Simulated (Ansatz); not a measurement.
Take a crystal in which Ba has been replaced by Ca on all its sites, with the cell rescaled by a rough guess (in some cases also distorted within its space group) and nothing relaxed:

```yaml
crystal:
  lattice:
    - [4.37010, 0.00000, 0.00000]
    - [0.00000, 4.37010, 0.00000]
    - [0.00000, 0.00000, 3.57395]
  atoms:
    - { symbol: Ca, position: [0.00000, 0.50000, 0.32615] }
    - { symbol: Ca, position: [0.50000, 0.00000, 0.67385] }
    - { symbol: O, position: [0.50000, 0.50000, 0.00000] }
    - { symbol: O, position: [0.00000, 0.00000, 0.00000] }
```

All numbers below come from DFT PBEsol, scalar-relativistic, plane waves, PAW (Ansatz 0.2.0).

Settings: cutoff 420 eV, Γ-centred mesh 6×6×8 on the computed 4-atom cell, Gaussian smearing of 0.02 eV; no spin polarisation.

(1) Will this cell want to expand or contract, and how hard?

(2) Is it a metal on this mesh?

(3) What is its energy against the elements in their standard states?

## Answers

(1) The pressure is -15.4 GPa (positive in compression), so the cell would contract.

(2) No: the gap is 2.05 eV, the least direct gap 2.06 eV.

(3) -2.403 eV/atom at this unrelaxed geometry, with the elements in the same functional.

This form isn't the usual stable structure of the compound.